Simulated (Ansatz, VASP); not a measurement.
**One calculation of PbSe (Clausthalite), two programs**

INCAR

```
ALGO = Fast
EDIFF = 1E-6
ENCUT = 520
GGA = PE
ISIF = 2
ISMEAR = 0
LASPH = True
LCHARG = False
LREAL = False
LWAVE = False
NELM = 80
PREC = Accurate
SIGMA = 0.027000000000000003
```

File KPOINTS:

```
k-points
0
Gamma
  8 8 8
```

File POSCAR:

```
PbSe
1.0
    0.0000000000      3.0606500000      3.0606500000
    3.0606500000      0.0000000000      3.0606500000
    3.0606500000      3.0606500000      0.0000000000
Pb Se
1 1
Direct
    0.0000000000      0.0000000000      0.0000000000
    0.5000000000      0.5000000000      0.5000000000
```

The input input.yaml:

```yaml
crystal:
  lattice:
    - [0.0, 3.06065, 3.06065]
    - [3.06065, 0.0, 3.06065]
    - [3.06065, 3.06065, 0.0]
  atoms:
    - { symbol: Pb, position: [0.0, 0.0, 0.0] }
    - { symbol: Se, position: [0.5, 0.5, 0.5] }
hamiltonian:
  xc: pbe
  pseudopotentials: { kind: paw }
kpoints:
  mp_grid: { grid: [8, 8, 8] }
scf:
  occupations: { method: gaussian, width: 0.027 }
output:
  forces: true
  stress: true
  eigenvalues: true
  write_density: true
  write_potential: true
  elf: true
  volumetric_format: npy
```

Alike in both runs: task single point; functional PBE; k mesh 8 × 8 × 8; occupations gaussian, width 0.027 eV; no spin polarisation.

|  | VASP | Ansatz |
| --- | --- | --- |
| version | VASP 6.6.1 | Ansatz 0.2.0 |
| potentials or method | VASP PAW PBE potentials, release 64 (Pb_d, Se) | Ansatz PAW |
| plane-wave cutoff (eV) | 520 | 420 |
| valence electrons in the cell | 20 | 30 |

|  | VASP | Ansatz | Ansatz less VASP |
| --- | --- | --- | --- |
| gap on the k mesh at the Fermi level (eV) | 0.29 | 0.29 | -0.005 |
| least direct gap on the mesh (eV) | 0.29 | 0.29 | -0.005 |
| pressure (GPa) | 2.4 | 2.4 | +0.01 |

With one functional, cell and mesh, what is left measures potentials, basis and numerics. The two sets of potentials don't hold the same shells in valence.

Caveats: spin-orbit coupling is left out, which as a rule narrows the gap of such compounds by several tenths of an eV. A k mesh can miss the band edges.
